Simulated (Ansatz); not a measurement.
A (001) slab of WSe2 (P-3m1 (No. 164)), 10 planes, outer planes W (top) and W (bottom), with 10 atoms (W4Se6) in a surface cell of A = 9.548 Å², as cut from the bulk:

```
CELL_PARAMETERS angstrom
3.32049 0.00000 0.00000
-1.66024 2.87563 0.00000
0.00000 0.00000 47.47166
ATOMIC_POSITIONS crystal
W 0.33333 0.66667 0.15799
Se 0.66667 0.33333 0.19334
Se 0.33333 0.66667 0.28316
W 0.66667 0.33333 0.31852
Se 0.33333 0.66667 0.35387
Se 0.66667 0.33333 0.64613
W 0.33333 0.66667 0.68148
Se 0.66667 0.33333 0.71684
Se 0.33333 0.66667 0.80666
W 0.66667 0.33333 0.84201
```

Computed with DFT PBE, scalar-relativistic, plane waves, PAW (Ansatz). Cutoff 420 eV; k points 9×9×1 on the computed 10-atom cell (Γ-centred); Gaussian smearing, width 0.05 eV; no spin polarisation. The cell repeats along c with a dipole correction in the vacuum.

The relaxed slab holds 3 formula units of WSe2 and 1 further W. Against those formula units in the bulk and the further W in its standard state it lies 5.245 eV higher. The formation energy of WSe2 from the standard states is -1.679 eV a formula unit (uncorrected, no zero-point or thermal terms).

Q: Over what range can the chemical potential of W vary, and what is the surface energy at both ends?

A: In contact with the bulk, μ(W) + 2μ(Se) is fixed. With Δμ counted from the standard states, Δμ(W) ≤ 0 keeps elemental W from forming, and Δμ(Se) ≤ 0 requires Δμ(W) ≥ ΔH = -1.679 eV. Other compounds of W and Se can narrow this range. Then γ, the mean of both faces, = [5.245 eV − 1.00·Δμ(W)]/(2A). At the W-rich end (Δμ = 0): 5.245/(2 × 9.548) × 16.02 = 4.40 J/m². At the W-poor end: (5.245 + 1.679)/(2 × 9.548) × 16.02 = 5.81 J/m².

Q: How does its energy depend on growth conditions?

A: It carries an excess of W, so its energy falls by 0.84 J/m² for each eV that μ(W) rises: W-rich conditions lower it; whether it appears depends on the other terminations.

Each cell of WSe2 holds layers, and where no dispersion correction was added their binding is poorly described.

The reference crystal is a form of WSe2, which isn't its usual structure.

Cost: 4 runs of about 22 core-minutes in all, on AMD EPYC 7571 (shared hosts).